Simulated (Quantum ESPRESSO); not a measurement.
# PtSe2 (Sudovikovite) (P-3m1) in Quantum ESPRESSO: notebook

The runs below take PtSe2 (Sudovikovite) through single point, with PBE.

All numbers are computed with Quantum ESPRESSO 7.5; they aren't measurements. Logs are shortened: lines on timing, memory, paths and dates and some standing lists are left out, and cuts for length are marked.

**1. The crystal as given**

It takes space group P-3m1 (No. 164, trigonal). Conventional cell: a = 3.724 Å, b = 3.724 Å, c = 5.062 Å, α = 90.00°, β = 90.00°, γ = 120.00°. Pt (site symmetry -3m) is surrounded by 6 Se at 2.49 Å. Around Se (site symmetry 3m) lie 3 Pt at 2.49 Å.

**2. Single point, PBE**

The input, pw.in:

```
&CONTROL
  calculation = 'scf'
  prefix = 'pwscf'
  outdir = './tmp'
  pseudo_dir = './pseudo'
  tprnfor = .true.
  tstress = .true.
  disk_io = 'nowf'
/
&SYSTEM
  ibrav = 0
  nat = 3
  ntyp = 2
  ecutwfc = 70
  nbnd = 22
  occupations = 'smearing'
  smearing = 'fd'
  degauss = 0.00367493
/
&ELECTRONS
  conv_thr = 6d-10
  electron_maxstep = 120
  mixing_beta = 0.5
/
ATOMIC_SPECIES
Pt   195.0840 Pt_ONCV_PBE-1.2.upf
Se    78.9710 Se_ONCV_PBE-1.2.upf
CELL_PARAMETERS angstrom
   3.7240000000    0.0000000000    0.0000000000
  -1.8620000000    3.2250786037    0.0000000000
   0.0000000000    0.0000000000    5.0620000000
ATOMIC_POSITIONS crystal
Pt     0.0000000000    0.0000000000    0.0000000000
Se     0.6666666667    0.3333333333    0.7500000000
Se     0.3333333333    0.6666666667    0.2500000000
K_POINTS automatic
6 6 4 0 0 0
```

Potentials or basis: SG15 PBE 1.2.

Launch:

```bash
$ OMP_NUM_THREADS=2 pw.x -in pw.in > pw.out
```

pw.out:

```text
This program is part of the open-source Quantum ESPRESSO suite
     for quantum simulation of materials; please cite
         "P. Giannozzi et al., J. Phys.:Condens. Matter 21 395502 (2009);
         "P. Giannozzi et al., J. Phys.:Condens. Matter 29 465901 (2017);
         "P. Giannozzi et al., J. Chem. Phys. 152 154105 (2020);
     in publications or presentations arising from this work. More details at

     Message from routine setup:
     using ibrav=0 with symmetry is DISCOURAGED, use correct ibrav instead

     G-vector sticks info
     --------------------
     sticks:   dense  smooth     PW     G-vecs:    dense   smooth      PW
     Sum         955     955    283                32517    32517    5109

     Using Slab Decomposition

     bravais-lattice index     =            0
     lattice parameter (alat)  =       7.0373  a.u.
     unit-cell volume          =     410.2690 (a.u.)^3
     number of atoms/cell      =            3
     number of atomic types    =            2
     number of electrons       =        30.00
     number of Kohn-Sham states=           22
     kinetic-energy cutoff     =      70.0000  Ry
     charge density cutoff     =     280.0000  Ry
     scf convergence threshold =      6.0E-10
     mixing beta               =       0.5000
     number of iterations used =            8  plain     mixing
     Exchange-correlation= PBE
                           (   1   4   3   4   0   0   0)

     celldm(1)=   7.037340  celldm(2)=   0.000000  celldm(3)=   0.000000
     celldm(4)=   0.000000  celldm(5)=   0.000000  celldm(6)=   0.000000

     crystal axes: (cart. coord. in units of alat)
               a(1) = (   1.000000   0.000000   0.000000 )
               a(2) = (  -0.500000   0.866025   0.000000 )
               a(3) = (   0.000000   0.000000   1.359291 )

     reciprocal axes: (cart. coord. in units 2 pi/alat)
               b(1) = (  1.000000  0.577350 -0.000000 )
               b(2) = (  0.000000  1.154701  0.000000 )
               b(3) = (  0.000000 -0.000000  0.735678 )

     PseudoPot. # 1 for Pt read from file:
     Pt_ONCV_PBE-1.2.upf
     Pseudo is Norm-conserving, Zval = 18.0
     Generated using ONCVPSP code by D. R. Hamann
     Using radial grid of  602 points,  8 beta functions with:
                l(1) =   0
                l(2) =   0
                l(3) =   1
                l(4) =   1
                l(5) =   2
                l(6) =   2
                l(7) =   3
                l(8) =   3

     PseudoPot. # 2 for Se read from file:
     Se_ONCV_PBE-1.2.upf
     Pseudo is Norm-conserving, Zval =  6.0
     Generated using ONCVPSP code by D. R. Hamann
     Using radial grid of  602 points,  6 beta functions with:
                l(1) =   0
                l(2) =   0
                l(3) =   1
                l(4) =   1
                l(5) =   2
                l(6) =   2

     atomic species   valence    mass     pseudopotential
     Pt               18.00   195.08400     Pt( 1.00)
     Se                6.00    78.97100     Se( 1.00)

     12 Sym. Ops., with inversion, found

   Cartesian axes

     site n.     atom                  positions (alat units)
         1        Pt     tau(   1) = (   0.0000000   0.0000000   0.0000000  )
         2        Se     tau(   2) = (   0.5000000   0.2886751   1.0194683  )
         3        Se     tau(   3) = (  -0.0000000   0.5773503   0.3398228  )

     number of k points=    24  Fermi-Dirac smearing, width (Ry)=  0.0037
                       cart. coord. in units 2pi/alat
        k(    1) = (   0.0000000   0.0000000   0.0000000), wk =   0.0138889
        k(    2) = (   0.0000000   0.0000000   0.1839194), wk =   0.0277778
        k(    3) = (   0.0000000   0.0000000  -0.3678388), wk =   0.0138889
        k(    4) = (   0.0000000   0.1924501   0.0000000), wk =   0.0833333
        k(    5) = (   0.0000000   0.1924501   0.1839194), wk =   0.0833333
        k(    6) = (   0.0000000   0.1924501  -0.3678388), wk =   0.0833333
[... 16 lines left out ...]
        k(   23) = (   0.0000000   0.3849002  -0.1839194), wk =   0.0833333
        k(   24) = (  -0.1666667   0.4811252  -0.1839194), wk =   0.1666667

     Dense  grid:    32517 G-vectors     FFT dimensions: (  40,  40,  54)

     Initial potential from superposition of free atoms

     starting charge      29.9372, renormalised to      30.0000
     Starting wfcs are random

     Self-consistent Calculation

     iteration #  1     ecut=    70.00 Ry     beta= 0.50
     Davidson diagonalization with overlap
     ethr =  1.00E-02,  avg # of iterations =  9.4

     Threshold (ethr) on eigenvalues was too large:
     Diagonalizing with lowered threshold

     Davidson diagonalization with overlap
     ethr =  9.85E-05,  avg # of iterations =  4.7

     total energy              =    -280.51696475 Ry
     estimated scf accuracy    <       0.02764087 Ry

     iteration #  2     ecut=    70.00 Ry     beta= 0.50
     Davidson diagonalization with overlap
     ethr =  9.21E-05,  avg # of iterations =  1.0

     total energy              =    -280.51635745 Ry
     estimated scf accuracy    <       0.00828736 Ry

     iteration #  3     ecut=    70.00 Ry     beta= 0.50
     Davidson diagonalization with overlap
     ethr =  2.76E-05,  avg # of iterations =  2.7

     total energy              =    -280.51640842 Ry
     estimated scf accuracy    <       0.00901238 Ry

     iteration #  4     ecut=    70.00 Ry     beta= 0.50
     Davidson diagonalization with overlap
     ethr =  2.76E-05,  avg # of iterations =  1.2

     total energy              =    -280.51777195 Ry
     estimated scf accuracy    <       0.00005779 Ry

     iteration #  5     ecut=    70.00 Ry     beta= 0.50
     Davidson diagonalization with overlap
     ethr =  1.93E-07,  avg # of iterations =  4.0

     total energy              =    -280.51778851 Ry
     estimated scf accuracy    <       0.00000450 Ry

     iteration #  6     ecut=    70.00 Ry     beta= 0.50
     Davidson diagonalization with overlap
     ethr =  1.50E-08,  avg # of iterations =  2.0

     total energy              =    -280.51778933 Ry
     estimated scf accuracy    <       0.00000018 Ry

     iteration #  7     ecut=    70.00 Ry     beta= 0.50
     Davidson diagonalization with overlap
     ethr =  6.02E-10,  avg # of iterations =  2.0

     total energy              =    -280.51778937 Ry
     estimated scf accuracy    <       0.00000001 Ry

     iteration #  8     ecut=    70.00 Ry     beta= 0.50
     Davidson diagonalization with overlap
     ethr =  4.37E-11,  avg # of iterations =  2.3

     total energy              =    -280.51778938 Ry
     estimated scf accuracy    <          5.7E-09 Ry

     iteration #  9     ecut=    70.00 Ry     beta= 0.50
     Davidson diagonalization with overlap
     ethr =  1.91E-11,  avg # of iterations =  1.2

     End of self-consistent calculation

          k = 0.0000 0.0000 0.0000 (  4081 PWs)   bands (ev):

   -88.2713 -42.4241 -42.4241 -42.3348  -4.2925  -1.4709   4.2280   4.9468
     4.9468   7.4107   7.4107   8.8511  10.3574  10.3574  11.8304  12.9009
    12.9009  15.0382  15.6280  18.7268  18.7268  23.2677

          k = 0.0000 0.0000 0.1839 (  4063 PWs)   bands (ev):

   -88.2713 -42.4241 -42.4241 -42.3348  -4.0698  -1.9767   4.9730   4.9730
     4.9947   7.3943   7.3943   8.7845  10.1244  10.1244  10.6545  13.3185
    13.3185  15.5142  16.7896  18.5115  18.5115  21.7634

          k = 0.0000 0.0000-0.3678 (  4082 PWs)   bands (ev):

   -88.2713 -42.4241 -42.4241 -42.3349  -3.7167  -2.5703   4.9997   4.9997
     5.9755   7.3795   7.3795   8.4774   9.7151   9.9243   9.9243  13.7481
    13.7481  16.2363  17.7576  18.2030  18.2030  20.4666

          k = 0.0000 0.1925 0.0000 (  4068 PWs)   bands (ev):

   -88.2713 -42.4272 -42.4248 -42.3343  -3.9858  -1.6055   4.5849   5.1396
     5.1690   6.9163   7.2275   8.2803   9.6484  10.0420  10.9486  12.7472
    13.0184  16.3700  16.9790  18.3938  19.6115  20.5642

          k = 0.0000 0.1925 0.1839 (  4072 PWs)   bands (ev):

   -88.2713 -42.4272 -42.4248 -42.3344  -3.7804  -1.9898   4.6153   5.1141
     5.6482   6.7618   7.2399   8.2455   9.5600  10.3397  11.4057  12.2879
    12.4708  15.9774  16.9469  19.2897  19.5701  20.2431

          k = 0.0000 0.1925-0.3678 (  4052 PWs)   bands (ev):

   -88.2713 -42.4271 -42.4248 -42.3344  -3.4260  -2.5249   4.7439   5.1673
     6.0166   6.8844   7.1685   8.3175   9.2934  10.0593  10.9165  12.1588
    13.0107  16.3079  17.6865  18.8592  19.4983  19.5839

          k = 0.0000 0.3849 0.0000 (  4062 PWs)   bands (ev):

   -88.2712 -42.4333 -42.4263 -42.3334  -3.2066  -1.9221   4.8621   5.5023
     5.6813   6.0843   7.1836   7.7980   8.8802   9.0508   9.4233  12.4961
    13.5116  16.0820  17.8823  18.9528  19.3290  20.2977

          k = 0.0000 0.3849 0.1839 (  4056 PWs)   bands (ev):

   -88.2712 -42.4333 -42.4263 -42.3334  -3.1068  -2.0017   4.3556   5.2594
     5.3891   6.6604   7.3010   7.8859   9.2611   9.3869  10.6390  11.4974
    12.6652  15.4504  16.7855  20.1375  20.4233  21.7725

          k = 0.0000 0.3849-0.3678 (  4056 PWs)   bands (ev):

   -88.2712 -42.4333 -42.4263 -42.3334  -2.7847  -2.3867   4.4177   5.1355
     5.3961   6.8880   7.2433   8.0311   8.8443   9.5385  10.2525  12.3083
    12.4427  15.7167  16.9361  19.5834  20.9858  21.4112

          k = 0.0000-0.5774 0.0000 (  4062 PWs)   bands (ev):

   -88.2711 -42.4364 -42.4271 -42.3329  -2.4432  -2.3659   4.0811   5.6184
     6.0993   7.1774   7.7129   7.8796   7.9260   8.0094   8.4541  12.1108
    13.7946  16.2170  17.2660  18.5482  18.7914  22.7060

          k = 0.0000-0.5774 0.1839 (  4054 PWs)   bands (ev):

   -88.2711 -42.4364 -42.4271 -42.3329  -2.5319  -2.2189   3.9188   5.5080
     5.7501   6.7895   7.8495   7.9110   8.1463   8.2186   9.1862  12.8317
    13.0770  15.3981  16.6636  20.0259  20.3574  20.9668

          k = 0.0000-0.5774-0.3678 (  4056 PWs)   bands (ev):

   -88.2711 -42.4364 -42.4271 -42.3330  -2.5670  -2.1236   3.7412   5.4135
     5.5613   6.5002   7.8958   7.9129   8.2043   8.5725  10.0461  12.4324
    12.9684  15.9932  16.2117  18.6187  21.2043  21.7285

          k = 0.1667 0.2887 0.0000 (  4045 PWs)   bands (ev):

   -88.2712 -42.4312 -42.4265 -42.3336  -3.4407  -1.8169   5.1520   5.4154
     5.4792   6.1344   6.7208   7.9299   8.8837   9.1801  10.9677  12.0971
    13.0389  16.5307  17.9832  19.0567  19.5288  20.1388

          k = 0.1667 0.2887 0.1839 (  4055 PWs)   bands (ev):

   -88.2712 -42.4312 -42.4265 -42.3337  -3.2584  -2.0655   4.7692   5.2454
     5.7752   6.4075   6.8044   7.9968   9.1900   9.4787  10.2829  12.0628
    13.0593  16.5807  18.1214  18.7222  18.9448  20.9860

          k = 0.1667 0.2887-0.3678 (  4070 PWs)   bands (ev):

   -88.2712 -42.4312 -42.4265 -42.3337  -2.9360  -2.4537   4.6434   5.0748
     5.8596   6.5623   6.9202   8.0576   9.5987   9.8581   9.9254  11.6610
    12.8332  16.7690  17.5888  19.4635  19.6850  20.3689

          k = 0.1667 0.4811 0.0000 (  4060 PWs)   bands (ev):

   -88.2711 -42.4348 -42.4287 -42.3329  -2.6629  -2.1232   4.4876   5.3978
     6.0096   6.3253   6.8148   7.9793   8.2146   8.5690   9.9771  11.8806
    12.5938  15.9053  18.1642  19.0389  20.4982  20.7490

          k = 0.1667 0.4811 0.1839 (  4046 PWs)   bands (ev):

   -88.2711 -42.4348 -42.4287 -42.3329  -2.6403  -2.0991   4.2866   5.1071
     5.7846   6.7401   6.9192   7.9815   8.3326   8.5364  10.1209  11.8003
    12.9085  16.2907  17.8024  18.8848  20.4387  21.2285

          k = 0.1667 0.4811-0.3678 (  4050 PWs)   bands (ev):

   -88.2711 -42.4348 -42.4287 -42.3330  -2.4730  -2.2527   4.2353   5.0038
     5.8483   6.6697   6.9299   7.9747   8.1152   8.9445   9.4277  12.7901
    13.2013  16.6690  17.3729  19.4288  19.9144  21.2879

          k = 0.3333 0.5774 0.0000 (  4044 PWs)   bands (ev):

   -88.2711 -42.4327 -42.4327 -42.3327  -2.2793  -2.2793   4.4910   5.3010
     5.3010   6.6685   6.6685   7.6474   8.7401   9.5898   9.5898  11.4653
    11.4653  15.4954  19.0434  20.2241  20.2241  21.8458

          k = 0.3333 0.5774 0.1839 (  4071 PWs)   bands (ev):

   -88.2711 -42.4327 -42.4327 -42.3327  -2.2656  -2.2656   4.7451   5.1129
     5.1129   6.8043   6.8043   7.6201   8.0839   9.1790   9.1790  12.4382
    12.4382  16.6287  19.0538  19.7669  19.7669  21.4876

          k = 0.3333 0.5774-0.3678 (  4044 PWs)   bands (ev):

   -88.2711 -42.4327 -42.4327 -42.3327  -2.2517  -2.2517   4.9509   4.9509
     5.1008   6.9172   6.9172   7.2441   7.7552   8.9186   8.9186  13.4425
    13.4425  17.9670  18.7235  18.7235  19.0489  21.5430

          k = 0.0000 0.1925-0.1839 (  4072 PWs)   bands (ev):

   -88.2713 -42.4272 -42.4248 -42.3344  -3.7667  -2.0233   4.7094   5.1952
     5.5717   6.9581   7.1503   8.4007   9.4095   9.8420  10.5352  12.5372
    13.5195  16.8290  17.5765  18.3118  18.9192  19.8666

          k = 0.0000 0.3849-0.1839 (  4056 PWs)   bands (ev):

   -88.2712 -42.4333 -42.4263 -42.3334  -2.9836  -2.2051   4.8204   5.4989
     5.5119   6.5309   7.1209   8.0612   8.4193   9.1165   9.1738  13.2745
    13.4020  15.9373  17.4751  19.7598  19.9813  20.0349

          k =-0.1667 0.4811-0.1839 (  4046 PWs)   bands (ev):

   -88.2711 -42.4348 -42.4287 -42.3329  -2.5014  -2.2707   4.4452   5.2927
     5.9346   6.3746   6.8277   7.9488   8.0335   8.9333   9.5181  12.1619
    13.2520  16.4638  17.9097  19.1705  19.9401  21.0826

     the Fermi energy is    11.4397 ev

!    total energy              =    -280.51778938 Ry
     estimated scf accuracy    <          1.2E-10 Ry
     smearing contrib. (-TS)   =      -0.00052428 Ry
     internal energy E=F+TS    =    -280.51726510 Ry

     The total energy is F=E-TS. E is the sum of the following terms:
     one-electron contribution =    -157.03387385 Ry
     hartree contribution      =      87.67913741 Ry
     xc contribution           =     -31.56356299 Ry
     ewald contribution        =    -179.59896567 Ry

     convergence has been achieved in   9 iterations

     Forces acting on atoms (cartesian axes, Ry/au):

     atom    1 type  1   force =     0.00000000   -0.00000000    0.00000000
     atom    2 type  2   force =     0.00000000   -0.00000000   -0.02314739
     atom    3 type  2   force =    -0.00000000    0.00000000    0.02314739

     Total force =     0.032735     Total SCF correction =     0.000013

     Computing stress (Cartesian axis) and pressure

          total   stress  (Ry/bohr**3)                   (kbar)     P=       74.13
   0.00054888  -0.00000000   0.00000000           80.74       -0.00        0.00
   0.00000000   0.00054888   0.00000000            0.00       80.74        0.00
   0.00000000   0.00000000   0.00041402            0.00        0.00       60.90

=------------------------------------------------------------------------------=
   JOB DONE.
=------------------------------------------------------------------------------=
```

Run time: 51 s. Hardware: 2 threads of Intel Xeon Platinum 8488C (Sapphire Rapids), shared host; peak memory 0.11 GiB.

What came out:

* Free energy: -3816.6390 eV
* Pressure: 7.4 GPa
* Largest force: 0.595 eV/Å
* Band gap on the k mesh: none (metal or under the smearing width)

Forces on the atoms (eV/Å):
```
Pt   0.000  0.000  0.000
Se   0.000  0.000 -0.595
Se   0.000  0.000  0.595
```

Levels at points of the mesh, in eV from the Fermi level:
| k point | band 13 | band 14 | band 15 | band 16 | band 17 | band 18 |
| --- | --- | --- | --- | --- | --- | --- |
| (0.00, 0.00, 0.00) | -1.08 | -1.08 | 0.39 | 1.46 | 1.46 | 3.60 |
| (0.00, 0.00, -0.50) | -1.72 | -1.52 | -1.52 | 2.31 | 2.31 | 4.80 |
| (0.00, -0.50, 0.00) | -3.51 | -3.43 | -2.99 | 0.67 | 2.35 | 4.78 |
| (0.00, -0.50, -0.50) | -3.24 | -2.87 | -1.39 | 0.99 | 1.53 | 4.55 |

Caveat: the k mesh is coarse. Spin-orbit coupling is left out, which matters for the levels of Pt.

**3. Single point, PBE**

The input, run.py:

```python
import numpy as np
from ase.calculators.espresso import Espresso, EspressoProfile
from ase.io import read

atoms = read('POSCAR')

input_data = {
    'control': {'calculation': 'scf', 'prefix': 'pwscf', 'outdir': './tmp', 'tprnfor': True, 'tstress': True, 'disk_io': 'nowf'},
    'system': {'ecutwfc': 55.0, 'ecutrho': 440.0, 'nbnd': 21, 'occupations': 'smearing', 'smearing': 'fd', 'degauss': 0.00367493},
    'electrons': {'conv_thr': 6e-10, 'electron_maxstep': 120, 'mixing_beta': 0.5},
}
pseudopotentials = {'Se': 'Se_pbe_v1.uspp.F.UPF', 'Pt': 'pt_pbe_v1.4.uspp.F.UPF'}
profile = EspressoProfile(command='pw.x', pseudo_dir='pseudo')
dft = Espresso(profile=profile, input_data=input_data, pseudopotentials=pseudopotentials, kpts=(8, 8, 5), koffset=(0, 0, 0))
atoms.calc = dft

print(f'energy {atoms.get_potential_energy():.8f} eV')
print('forces (eV/A)')
print(np.round(atoms.get_forces(), 6))
print('stress (eV/A^3, Voigt)')
print(np.round(atoms.get_stress(), 8))
print(f'Fermi level {dft.get_fermi_level():.4f} eV')
```

The input, POSCAR:

```
PtSe2
1.0
    3.7240000000      0.0000000000      0.0000000000
   -1.8620000000      3.2250786037      0.0000000000
    0.0000000000      0.0000000000      5.0620000000
Pt Se
1 2
Direct
    0.0000000000      0.0000000000      0.0000000000
    0.6666666667      0.3333333333      0.7500000000
    0.3333333333      0.6666666667      0.2500000000
```

Potentials or basis: SSSP 1.3 efficiency PBE.

Launch:

```bash
$ OMP_NUM_THREADS=1 python run.py
```

Standard output:

```text
energy -4054.23306338 eV
forces (eV/A)
[[ 0.       -0.        0.      ]
 [-0.       -0.       -0.585713]
 [ 0.       -0.        0.585713]]
stress (eV/A^3, Voigt)
[-0.04807014 -0.04807014 -0.03659317 -0.         -0.         -0.        ]
Fermi level 11.2754 eV
```

espresso.pwi:

```text
&CONTROL
   calculation      = 'scf'
   tstress          = .true.
   tprnfor          = .true.
   outdir           = './tmp'
   prefix           = 'pwscf'
   disk_io          = 'nowf'
   pseudo_dir       = 'pseudo'
/
&SYSTEM
   nbnd             = 21
   ecutwfc          = 55.0
   ecutrho          = 440.0
   occupations      = 'smearing'
   degauss          = 0.00367493
   smearing         = 'fd'
   ntyp             = 2
   nat              = 3
   ibrav            = 0
/
&ELECTRONS
   electron_maxstep = 120
   conv_thr         = 6e-10
   mixing_beta      = 0.5
/
&IONS
/
&CELL
/
&FCP
/
&RISM
/
ATOMIC_SPECIES
Pt 195.084 pt_pbe_v1.4.uspp.F.UPF
Se 78.971 Se_pbe_v1.uspp.F.UPF

K_POINTS automatic
8 8 5  0 0 0

CELL_PARAMETERS angstrom
3.72400000000000 0.00000000000000 0.00000000000000
-1.86200000000000 3.22507860370000 0.00000000000000
0.00000000000000 0.00000000000000 5.06200000000000

ATOMIC_POSITIONS angstrom
Pt 0.0000000000 0.0000000000 0.0000000000  
Se 1.8620000002 1.0750262011 3.7965000000  
Se -0.0000000002 2.1500524026 1.2655000000
```

espresso.pwo:

```text
This program is part of the open-source Quantum ESPRESSO suite
     for quantum simulation of materials; please cite
         "P. Giannozzi et al., J. Phys.:Condens. Matter 21 395502 (2009);
         "P. Giannozzi et al., J. Phys.:Condens. Matter 29 465901 (2017);
         "P. Giannozzi et al., J. Chem. Phys. 152 154105 (2020);
[... 500 lines left out ...]
  -0.00000000   0.00052355   0.00000000           -0.00       77.02        0.00
   0.00000000   0.00000000   0.00039855            0.00        0.00       58.63

=------------------------------------------------------------------------------=
   JOB DONE.
=------------------------------------------------------------------------------=
```

Wall time 57 s (1 thread of Arm Neoverse V1, shared host); peak memory 0.29 GiB.

Results:

| Item | Value |
| --- | --- |
| Free energy | -4054.2334 eV |
| Pressure | 7.1 GPa |
| Largest force | 0.586 eV/Å |
| Band gap on the k mesh | none (metal or under the smearing width) |

Forces on the atoms (eV/Å):
```
Pt   0.000  0.000  0.000
Se   0.000  0.000 -0.586
Se   0.000  0.000  0.586
```

Stress tensor (GPa, compression positive):
```
7.70 0.00 0.00
0.00 7.70 0.00
0.00 0.00 5.86
```
